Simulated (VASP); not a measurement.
Input of a VASP 6.6.1 run:

INCAR

```
SYSTEM = ZnS
PREC     = Accurate       ! precision mode
ENCUT    = 600            ! plane-wave cutoff, eV
EDIFF    = 1E-6           ! SCF threshold, eV
ISMEAR   = -1             ! smearing method
SIGMA    = 0.05           ! smearing width, eV
LREAL    = .False.        ! projectors in reciprocal space
LASPH    = .True.         ! aspherical terms in the spheres
NELM     = 100            ! most SCF steps
ALGO     = Normal         ! electronic algorithm
ISIF     = 3              ! what is computed and relaxed
LWAVE    = .False.        ! write WAVECAR
LCHARG   = .False.        ! write CHGCAR
GGA      = RP             ! functional
IVDW     = 11             ! dispersion correction
IBRION   = 2              ! ionic algorithm
NSW      = 60             ! ionic steps
EDIFFG   = -0.01          ! ionic threshold
```

Contents of KPOINTS:

```
regular mesh
0
Gamma
  8 8 2
  0 0 0
```

POSCAR

```
ZnS
1.0
    3.8120000000      0.0000000000      0.0000000000
   -1.9060000000      3.3012888392      0.0000000000
    0.0000000000      0.0000000000     18.6899900000
Zn S
6 6
Direct
    0.3333333333      0.6666666667      0.8333300000
    0.6666666667      0.3333333333      0.3333300000
    0.6666666667      0.3333333333      0.6666700000
    0.3333333333      0.6666666667      0.1666700000
    0.0000000000      0.0000000000      0.5000000000
    0.0000000000      0.0000000000      0.0000000000
    0.3333333333      0.6666666667      0.9583300000
    0.6666666667      0.3333333333      0.4583300000
    0.6666666667      0.3333333333      0.7916700000
    0.3333333333      0.6666666667      0.2916700000
    0.0000000000      0.0000000000      0.6250000000
    0.0000000000      0.0000000000      0.1250000000
```

Potentials or basis: VASP PAW PBE potentials, release 64 (Zn, S).

Command:

```sh
$ cat potpaw_PBE.64/Zn/POTCAR potpaw_PBE.64/S/POTCAR > POTCAR
$ mpirun -np 1 vasp_std > vasp.out
```

Q: Estimate the band gap on the k mesh.

A: 2.33 eV, direct.

Q: Predict the relaxed cell.

A: a = 3.814 Å, b = 3.814 Å, c = 18.699 Å, α = 90.00°, β = 90.00°, γ = 120.00°.

Q: Estimate the space group after relaxing (to 0.05 Å).

A: P6_3mc (No. 186).

Q: Estimate the relaxed volume.

A: 19.63 Å³/atom.

Final structure:
```
Zn S
1.0
     3.81410    0.00000    0.00000
    -1.90705    3.30310    0.00000
     0.00000    0.00000   18.69918
Zn S
6 6
Direct
  0.33333 0.66667 0.83334
  0.66667 0.33333 0.33334
  0.66667 0.33333 0.66668
  0.33333 0.66667 0.16668
  0.00000 0.00000 0.50000
  0.00000 0.00000 0.00000
  0.33333 0.66667 0.95827
  0.66667 0.33333 0.45827
  0.66667 0.33333 0.79165
  0.33333 0.66667 0.29165
  0.00000 0.00000 0.62506
  0.00000 0.00000 0.12506
```

Caveat: the PAW data sets were made with another functional, which shifts forces and pressure a little. A k mesh can miss the band edges.
